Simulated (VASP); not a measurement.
# Te2Pt (P-3m1) in VASP: single point with PBEsol+U

Aim: the single point of Te2Pt with PBEsol+U.

All numbers are computed with VASP 6.6.1; they aren't measurements. Logs are shortened: lines on timing, memory, paths and dates and some standing lists are left out, and cuts for length are marked.

### 1 The crystal as given

It takes space group P-3m1 (No. 164, trigonal). The conventional cell has a = 4.018 Å, b = 4.018 Å, c = 5.212 Å, α = 90.00°, β = 90.00°, γ = 120.00°. Te (site symmetry 3m) has 3 Pt at 2.66 Å as nearest neighbours. Around Pt (site symmetry -3m) lie 6 Te at 2.66 Å.

### 2 Single point, PBEsol+U

Contents of INCAR:

```
SYSTEM = Te2Pt
PREC     = Accurate       ! precision mode
ENCUT    = 520            ! plane-wave cutoff, eV
EDIFF    = 1E-6           ! SCF threshold, eV
ISMEAR   = 0              ! smearing method
SIGMA    = 0.05           ! smearing width, eV
LREAL    = .FALSE.        ! projectors in reciprocal space
LASPH    = .TRUE.         ! aspherical terms in the spheres
NELM     = 80             ! most SCF steps
ALGO     = Normal         ! electronic algorithm
ISIF     = 2              ! what is computed and relaxed
LWAVE    = .FALSE.        ! write WAVECAR
LCHARG   = .TRUE.         ! write CHGCAR
LMAXMIX  = 4              ! l up to which the mixer works
LDAU     = .TRUE.         ! DFT+U
LDAUTYPE = 2            
LDAUL    = -1 2           ! shell
LDAUU    = 0 5            ! U, eV
LDAUJ    = 0 0          
LDAUPRINT= 1            
GGA      = PS             ! functional
LELF     = .TRUE.         ! ELF
LVHAR    = .TRUE.       
NBANDS   = 18             ! bands
```

Contents of KPOINTS:

```
regular mesh
0
G
  6 6 4
  0 0 0
```

Contents of POSCAR:

```
Te2Pt
1.0
    4.0179994500      0.0000000000      0.0000000000
   -2.0089997300      3.4796896000      0.0000000000
    0.0000000000      0.0000000000      5.2119993300
Te Pt
2 1
Direct
    0.3333333333      0.6666666667      0.2500000000
    0.6666666667      0.3333333333      0.7500000000
    0.0000000000      0.0000000000      0.0000000000
```

Potentials or basis: VASP PAW PBE potentials, release 64 (Te, Pt).

Launch:

```bash
cat potpaw_PBE.64/Te/POTCAR potpaw_PBE.64/Pt/POTCAR > POTCAR
mpirun -np 1 vasp_std > vasp.out
```

OUTCAR:

```text
SYSTEM = Te2Pt
   PREC = Accurate
   ENCUT = 520
   EDIFF = 1E-6
   ISMEAR = 0
   LREAL = .FALSE.
   LASPH = .TRUE.
   NELM = 80
   ISIF = 2
   GGA = PS

 ion  position               nearest neighbor table
   1  0.333  0.667  0.250-   3 2.66   3 2.66   3 2.66   2 3.49   2 3.49   2 3.49   2 3.49   2 3.49
                             2 3.49
   2  0.667  0.333  0.750-   3 2.66   3 2.66   3 2.66   1 3.49   1 3.49   1 3.49   1 3.49   1 3.49
                             1 3.49
   3  0.000  0.000  0.000-   2 2.66   1 2.66   2 2.66   1 2.66   2 2.66   1 2.66

  LATTYP: Found a hexagonal cell.
 ALAT       =     4.0179994500
 C/A-ratio  =     1.2971627784

  Lattice vectors:

 A1 = (   4.0179994500,   0.0000000000,   0.0000000000)
 A2 = (  -2.0089997300,   3.4796896000,   0.0000000000)
 A3 = (   0.0000000000,   0.0000000000,   5.2119993300)

Analysis of symmetry for initial positions (statically):
=====================================================================
 Subroutine PRICEL returns:
 Original cell was already a primitive cell.

 Routine SETGRP: Setting up the symmetry group for a
 hexagonal supercell.

 Subroutine GETGRP returns: Found 12 space group operations
 (whereof 12 operations were pure point group operations)
 out of a pool of 24 trial point group operations.

The static configuration has the point symmetry D_3d.

Analysis of symmetry for dynamics (positions and initial velocities):
=====================================================================
 Subroutine PRICEL returns:
 Original cell was already a primitive cell.

 Routine SETGRP: Setting up the symmetry group for a
 hexagonal supercell.

 Subroutine GETGRP returns: Found 12 space group operations
 (whereof 12 operations were pure point group operations)
 out of a pool of 24 trial point group operations.

The dynamic configuration has the point symmetry D_3d.

 Subroutine INISYM returns: Found 12 space group operations
[... 148 lines left out ...]
  0.0000  0.8335  0.0000 -0.0000  0.0684
  0.0000  0.0000  0.9186  0.0000  0.0000
  0.0684 -0.0000  0.0000  0.8335 -0.0000
 -0.0000  0.0684  0.0000 -0.0000  0.8676

spin component  2

  0.8676  0.0000  0.0000  0.0684 -0.0000
  0.0000  0.8335  0.0000 -0.0000  0.0684
  0.0000  0.0000  0.9186  0.0000  0.0000
  0.0684 -0.0000  0.0000  0.8335 -0.0000
 -0.0000  0.0684  0.0000 -0.0000  0.8676

 occupancies and eigenvectors

  o =  0.7801  v =  0.5533 -0.3454 -0.0000 -0.7084  0.2698  0.0000  0.0000  0.0000  0.0000  0.0000      0.0000  0.0000  0.0000  0.0000  0.0000  0.0000  0.0000  0.0000  0.0000  0.0000
  o =  0.7801  v =  0.0000  0.0000  0.0000  0.0000  0.0000  0.5533 -0.3454 -0.0000 -0.7084  0.2698      0.0000  0.0000  0.0000  0.0000  0.0000  0.0000  0.0000  0.0000  0.0000  0.0000
  o =  0.7801  v =  0.2698  0.7084  0.0000 -0.3454 -0.5533  0.0000  0.0000  0.0000  0.0000  0.0000      0.0000  0.0000  0.0000  0.0000  0.0000  0.0000  0.0000  0.0000  0.0000  0.0000
  o =  0.7801  v =  0.0000  0.0000  0.0000  0.0000  0.0000  0.2698  0.7084  0.0000 -0.3454 -0.5533      0.0000  0.0000  0.0000  0.0000  0.0000  0.0000  0.0000  0.0000  0.0000  0.0000
  o =  0.9186  v =  0.0000  0.0000 -1.0000  0.0000  0.0000  0.0000  0.0000  0.0000  0.0000  0.0000      0.0000  0.0000  0.0000  0.0000  0.0000  0.0000  0.0000  0.0000  0.0000  0.0000
  o =  0.9186  v =  0.0000  0.0000  0.0000  0.0000  0.0000  0.0000  0.0000 -1.0000  0.0000  0.0000      0.0000  0.0000  0.0000  0.0000  0.0000  0.0000  0.0000  0.0000  0.0000  0.0000
  o =  0.9210  v =  0.7084  0.2698  0.0000  0.5533  0.3454  0.0000  0.0000  0.0000  0.0000  0.0000      0.0000  0.0000  0.0000  0.0000  0.0000  0.0000  0.0000  0.0000  0.0000  0.0000
  o =  0.9210  v =  0.0000  0.0000  0.0000  0.0000  0.0000  0.7084  0.2698  0.0000  0.5533  0.3454      0.0000  0.0000  0.0000  0.0000  0.0000  0.0000  0.0000  0.0000  0.0000  0.0000
  o =  0.9210  v =  0.0000  0.0000  0.0000  0.0000  0.0000 -0.3454  0.5533  0.0000 -0.2698  0.7084      0.0000  0.0000  0.0000  0.0000  0.0000  0.0000  0.0000  0.0000  0.0000  0.0000
  o =  0.9210  v = -0.3454  0.5533  0.0000 -0.2698  0.7084  0.0000  0.0000  0.0000  0.0000  0.0000      0.0000  0.0000  0.0000  0.0000  0.0000  0.0000  0.0000  0.0000  0.0000  0.0000

 number of electron      21.9999997 magnetization

 Free energy of the ion-electron system (eV)
  ---------------------------------------------------
  ext. energy  EPLUGINS =         0.00000000
  ---------------------------------------------------
  free energy    TOTEN  =       -11.95694824 eV

  energy without entropy =      -11.95375904  energy(sigma->0) =      -11.95535364

 E-fermi :   8.5508     XC(G=0): -10.6598

 val. band max:        8.4794086922   @ k =   0.1667   0.1667   0.0000
 cond. band min:       8.5606989279   @ k =   0.0000   0.3333   0.2500
 fundamental gap:      0.0812902357
 Fermi energy:         8.5508107587

 k-point     1 :       0.0000    0.0000    0.0000
  band No.  band energies     occupation
      1      -5.6083      2.00000
      2      -2.1220      2.00000
      3       1.3642      2.00000
      4       1.9937      2.00000
      5       1.9937      2.00000
      6       3.5648      2.00000
[... 481 lines left out ...]
      5       2.5786      2.00000
      6       3.7252      2.00000
[... 10 lines left out ...]
     17      15.5518      0.00000
     18      16.9394      0.00000

------------------------ aborting loop because EDIFF is reached ----------------------------------------

  FORCE on cell =-STRESS in cart. coord.  units (eV):
  Direction    XX          YY          ZZ          XY          YZ          ZX
  --------------------------------------------------------------------------------------
  -------------------------------------------------------------------------------------
  Total        0.1011050      0.1011050      0.1942284     -0.0000000      0.0000000      0.0000000
  in kB        2.2229447      2.2229447      4.2704004     -0.0000000      0.0000000      0.0000000
  external PRESSURE =       2.9054299 kB  Pullay stress =       0.0000000 kB

 VOLUME and BASIS-vectors are now :
 -----------------------------------------------------------------------------
  energy-cutoff  :      520.00
  volume of cell :       72.87
      direct lattice vectors                 reciprocal lattice vectors
     4.017999450  0.000000000  0.000000000     0.248880074  0.143690978  0.000000000
    -2.008999730  3.479689600  0.000000000     0.000000000  0.287381955  0.000000000
     0.000000000  0.000000000  5.211999330     0.000000000  0.000000000  0.191864952

 POSITION                                       TOTAL-FORCE (eV/Angst)
 -----------------------------------------------------------------------------------
     -0.00000      2.31979      1.30300         0.000000      0.000000      0.432513
      2.00900      1.15990      3.90900        -0.000000     -0.000000     -0.432513
      0.00000      0.00000      0.00000         0.000000      0.000000      0.000000
 -----------------------------------------------------------------------------------
    total drift:                                0.000000      0.000000     -0.000000

  FREE ENERGIE OF THE ION-ELECTRON SYSTEM (eV)
  ---------------------------------------------------
  free  energy   TOTEN  =       -11.9569482365 eV

  energy  without entropy=      -11.9537590409  energy(sigma->0) =      -11.95535364
```

OSZICAR:

```text
N       E                     dE             d eps       ncg     rms          rms(c)
DAV:   1     0.108326866852E+03    0.10833E+03   -0.93616E+03   864   0.104E+03
DAV:   2    -0.735788562343E+01   -0.11568E+03   -0.11183E+03  1024   0.192E+02
DAV:   3    -0.120441132589E+02   -0.46862E+01   -0.46490E+01  1054   0.395E+01
DAV:   4    -0.121059738882E+02   -0.61861E-01   -0.61841E-01  1084   0.498E+00
DAV:   5    -0.121070911360E+02   -0.11172E-02   -0.11172E-02  1052   0.607E-01    0.171E+01
DAV:   6    -0.119838069810E+02    0.12328E+00   -0.27102E-01   946   0.426E+00    0.942E+00
DAV:   7    -0.119603629549E+02    0.23444E-01   -0.17153E-01   906   0.290E+00    0.135E+00
DAV:   8    -0.119549337842E+02    0.54292E-02   -0.47647E-02   920   0.201E+00    0.714E-01
DAV:   9    -0.119560197964E+02   -0.10860E-02   -0.38718E-03  1012   0.427E-01    0.515E-01
DAV:  10    -0.119568830107E+02   -0.86321E-03   -0.18270E-03   988   0.344E-01    0.130E-01
DAV:  11    -0.119569266865E+02   -0.43676E-04   -0.27483E-04   960   0.122E-01    0.345E-02
DAV:  12    -0.119569462287E+02   -0.19542E-04   -0.32271E-05   966   0.449E-02    0.433E-02
DAV:  13    -0.119569481539E+02   -0.19252E-05   -0.78839E-06   954   0.252E-02    0.117E-02
DAV:  14    -0.119569482365E+02   -0.82641E-07   -0.52588E-07   486   0.598E-03
   1 F= -.11956948E+02 E0= -.11955354E+02  d E =-.318920E-02
```

It took 32 s on 1 thread of Intel Xeon Platinum 8488C (Sapphire Rapids), shared host; peak memory 0.19 GiB.

Results:

| Quantity | Value |
| --- | --- |
| Free energy | -11.9569 eV |
| Pressure | 0.3 GPa |
| Largest force | 0.433 eV/Å |
| Band gap on the k mesh | none (metal or under the smearing width) |

Forces on the atoms (eV/Å):
```
Te   0.000  0.000  0.433
Te   0.000  0.000 -0.433
Pt   0.000  0.000  0.000
```

Stress tensor (GPa, compression positive):
```
0.22 0.00 0.00
0.00 0.22 0.00
0.00 0.00 0.43
```

Levels at points of the mesh, in eV from the Fermi level:
```
           k point  band 9  band 10  band 11  band 12  band 13  band 14
(0.00, 0.00, 0.00)   -0.43    -0.43     1.02     1.02     1.41     2.78
(0.50, 0.00, 0.00)   -3.41    -3.36    -3.21     0.06     2.50     3.50
(0.00, 0.00, 0.50)   -1.48    -1.04    -1.04     2.12     2.12     4.19
(0.50, 0.00, 0.50)   -4.01    -2.51    -0.68     0.48     1.24     4.31
```

Eigenvalues of the final occupation matrices:
```
    site  spin  trace               eigenvalues
site 3 d     1   4.32  0.78 0.78 0.92 0.92 0.92
site 3 d     2   4.32  0.78 0.78 0.92 0.92 0.92
```

Caveat: the PAW data sets were made with another functional, which shifts forces and pressure a little; U without spin polarisation on a metal has little footing; the U is typed as a test and isn't derived for this compound. Spin-orbit coupling is left out, which matters for the levels of Pt, Te.
